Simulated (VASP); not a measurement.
# MgO in VASP 6.6.1, single-point calculation

INCAR

```
LWAVE = .FALSE.
ISMEAR = -1
NBANDS = 11
IBRION = -1
GGA = PE
EDIFF = 1E-7
NSW = 0
LASPH = .TRUE.
PREC = Accurate
SIGMA = 0.02
NELM = 80
ENCUT = 700
LCHARG = .FALSE.
LREAL = .FALSE.
ISIF = 2
ISYM = -1
```

KPOINTS

```
KPOINTS created by Atomic Simulation Environment
0
Gamma
4 4 4
0 0 0
```

POSCAR

```
Mg O
 1.0000000000000000
     0.0000000000000000    2.0811457412999999    2.0811457412999999
     2.0811457412999999    0.0000000000000000    2.0811457412999999
     2.0811457412999999    2.0811457412999999    0.0000000000000000
 Mg  O
   1   1
Cartesian
  0.0000000000000000  0.0000000000000000  0.0000000000000000
  2.0811457412999999  2.0811457412999999  2.0811457412999999
```

The recommended PBE PAW datasets give the neutral cell 8 valence electrons.

Command

```
mpirun -np 1 vasp_std
```

OSZICAR

```
N       E                     dE             d eps       ncg     rms          rms(c)
DAV:   1     0.230124843165E+02    0.23012E+02   -0.54701E+03  1520   0.834E+02
DAV:   2    -0.124896883495E+02   -0.35502E+02   -0.34636E+02  1612   0.159E+02
DAV:   3    -0.134433614182E+02   -0.95367E+00   -0.95247E+00  1709   0.233E+01
DAV:   4    -0.134459636026E+02   -0.26022E-02   -0.26021E-02  1567   0.130E+00
DAV:   5    -0.134459711302E+02   -0.75277E-05   -0.75276E-05  1678   0.712E-02    0.726E+00
DAV:   6    -0.118867169960E+02    0.15593E+01   -0.84700E+00  1615   0.164E+01    0.216E+00
DAV:   7    -0.118755970992E+02    0.11120E-01   -0.53987E-02  1453   0.211E+00    0.135E+00
DAV:   8    -0.118708377839E+02    0.47593E-02   -0.27276E-02  1465   0.189E+00    0.240E-01
DAV:   9    -0.118703936930E+02    0.44409E-03   -0.77258E-04  1651   0.189E-01    0.130E-01
DAV:  10    -0.118703718253E+02    0.21868E-04   -0.66163E-04  1531   0.186E-01    0.142E-02
DAV:  11    -0.118703723367E+02   -0.51143E-06   -0.53465E-06  1669   0.200E-02    0.481E-03
DAV:  12    -0.118703720497E+02    0.28705E-06   -0.63780E-07  1525   0.643E-03    0.538E-04
DAV:  13    -0.118703720491E+02    0.57327E-09   -0.64527E-08   953   0.136E-03
   1 F= -.11870372E+02 E0= -.11870372E+02  d E =-.188142E-10
```

From OUTCAR

```
k-points           NKPTS =     64   k-points in BZ     NKDIM =     64   number of bands    NBANDS=     11

   NELECT =       8.0000    total number of electrons

   dimension x,y,z NGX =    28 NGY =   28 NGZ =   28
   dimension x,y,z NGXF=    56 NGYF=   56 NGZF=   56

  energy-cutoff  :      700.00
  volume of cell :       18.03
      direct lattice vectors                 reciprocal lattice vectors
     0.000000000  2.081145741  2.081145741    -0.240252276  0.240252276  0.240252276
     2.081145741  0.000000000  2.081145741     0.240252276 -0.240252276  0.240252276
     2.081145741  2.081145741  0.000000000     0.240252276  0.240252276 -0.240252276

 k-points in reciprocal lattice and weights: KPOINTS created by Atomic Simulation Env
   0.00000000  0.00000000  0.00000000       0.016
   0.25000000  0.00000000  0.00000000       0.016
   0.50000000  0.00000000  0.00000000       0.016
  -0.25000000  0.00000000  0.00000000       0.016
   0.00000000  0.25000000  0.00000000       0.016
   0.25000000  0.25000000  0.00000000       0.016
   0.50000000  0.25000000  0.00000000       0.016
  -0.25000000  0.25000000  0.00000000       0.016
   ...

 E-fermi :   3.9008

 k-point     1 :       0.0000    0.0000    0.0000
  band No.  band energies     occupation
      1     -13.9785      2.00000
      2       3.4702      2.00000
      3       3.4702      2.00000
      4       3.4702      2.00000
      5       8.5471      0.00000
      6      19.4642      0.00000
      7      19.4642      0.00000
      8      19.4642      0.00000
      9      23.4757      0.00000
     10      25.2926      0.00000
     11      25.2926      0.00000

 k-point     2 :       0.2500    0.0000    0.0000
  band No.  band energies     occupation
      1     -13.3521      2.00000
      2       0.7406      2.00000
      3       3.1074      2.00000
      4       3.1074      2.00000
      5      10.8864      0.00000
      6      16.2695      0.00000
      7      20.4116      0.00000
      8      20.4116      0.00000
      9      23.9927      0.00000
     10      23.9927      0.00000
     11      26.0500      0.00000

 k-point     3 :       0.5000    0.0000    0.0000
  band No.  band energies     occupation
      1     -12.6013      2.00000
      2      -1.3094      2.00000
      3       2.7754      2.00000
      4       2.7754      2.00000
      5      11.5898      0.00000
      6      16.4835      0.00000
      7      20.1438      0.00000
      8      20.1438      0.00000
      9      24.8987      0.00000
     10      26.4199      0.00000
     11      26.4199      0.00000

 k-point     4 :      -0.2500    0.0000    0.0000
  band No.  band energies     occupation
      1     -13.3521      2.00000
      2       0.7406      2.00000
      3       3.1074      2.00000
      4       3.1074      2.00000
      5      10.8864      0.00000
      6      16.2695      0.00000
      7      20.4116      0.00000
      8      20.4116      0.00000
      9      23.9927      0.00000
     10      23.9927      0.00000
     11      26.0500      0.00000

 k-point     5 :       0.0000    0.2500    0.0000
  band No.  band energies     occupation
      1     -13.3521      2.00000
      2       0.7406      2.00000
      3       3.1074      2.00000
      4       3.1074      2.00000
      5      10.8864      0.00000
      6      16.2695      0.00000
      7      20.4116      0.00000
      8      20.4116      0.00000
      9      23.9927      0.00000
     10      23.9927      0.00000
     11      26.0500      0.00000

 ...

  Total        1.1412792      1.1412799      1.1412792     -0.0000002     -0.0000002     -0.0000002
  in kB      101.4296647    101.4297323    101.4296679     -0.0000135     -0.0000220     -0.0000197
  external PRESSURE =     101.4296883 kB  Pullay stress =       0.0000000 kB

 POSITION                                       TOTAL-FORCE (eV/Angst)
 -----------------------------------------------------------------------------------
      0.00000      0.00000      0.00000        -0.000000     -0.000000     -0.000000
      2.08115      2.08115      2.08115         0.000000      0.000000      0.000000
 -----------------------------------------------------------------------------------
    total drift:                                0.000001      0.000001      0.000000

  FREE ENERGIE OF THE ION-ELECTRON SYSTEM (eV)
  ---------------------------------------------------
  free  energy   TOTEN  =       -11.8703720491 eV

  energy  without entropy=      -11.8703720491  energy(sigma->0) =      -11.87037205
```

It converged. Results: gap between bands v and c on the k mesh 5.08 eV; least direct gap on the k mesh 5.08 eV; pressure 10.1 GPa. Band v is the last that the valence electrons fill when counted band by band, and c is the next.

For comparison, a separate PBE run of the intended cell, on usual settings and not on those above, gives a gap of 5.08 eV on its mesh and a pressure of 10.4 GPa.

The run above took about 20 s on one core of a shared host (Intel Xeon Platinum 8488C) and held 0.17 GiB at most.
